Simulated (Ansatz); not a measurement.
SiC: experiment and calculation

**Measured values to compare with.**

From a printed reference work, textbook, for a bulk crystal of SiC at 300 K: lattice constant a 3.0806 Å; lattice constant c 15.1173 Å.

The runs below are set against these values where they give the same quantity.

Level of theory: Ansatz, DFT PBE, scalar-relativistic, plane waves, PAW.

Settings: cutoff 420 eV, Γ-centred mesh 12×12×2 on the computed 12-atom cell, Gaussian smearing of 0.02 eV; no spin polarisation.

Relaxed structure, symmetry kept:

```cif
data_structure
_symmetry_space_group_name_H-M 'P6_3mc'
_symmetry_Int_Tables_number 186
_cell_length_a 3.0950
_cell_length_b 3.0950
_cell_length_c 15.1864
_cell_angle_alpha 90.000
_cell_angle_beta 90.000
_cell_angle_gamma 120.000
_cell_volume 125.98
loop_
_atom_site_label
_atom_site_type_symbol
_atom_site_symmetry_multiplicity
_atom_site_Wyckoff_symbol
_atom_site_fract_x
_atom_site_fract_y
_atom_site_fract_z
_atom_site_occupancy
Si1 Si 2 a 0.00000 0.00000 0.12504 1
Si2 Si 2 b 0.33333 0.66667 0.29182 1
Si3 Si 2 b 0.33333 0.66667 0.95831 1
C1 C 2 a 0.00000 0.00000 0.99969 1
C2 C 2 b 0.33333 0.66667 0.16683 1
C3 C 2 b 0.33333 0.66667 0.83332 1
```

```
Space group                                                       : P6_3mc (No. 186)
Volume per atom                                                   : 10.50 Å³
Formation energy from the elements' standard states (uncorrected) : -0.204 eV/atom
Kohn–Sham band gap                                                : 2.02 eV
Löwdin character of the top 1 eV of the valence band              : C 2p 83 %, Si 3p 14 %
Löwdin character of the lowest 1 eV of the conduction band        : Si 3p 46 %, C 2s 23 %, C 2p 10 %, unprojected 17 %
```

Measured lattice constant a of SiC: 3.0806 Å (300 K; a printed reference work, textbook). This calculation gives 3.095 Å (+0.5 %). A measured lattice constant c of SiC is 15.1173 Å (300 K; a printed reference work, textbook); the calculated 15.186 Å misses it by +0.5 %. The calculation is for 0 K without zero-point motion.

Cost: 1 run of about 1.3 core-minutes, on Intel Xeon Platinum 8488C (Sapphire Rapids) (shared hosts).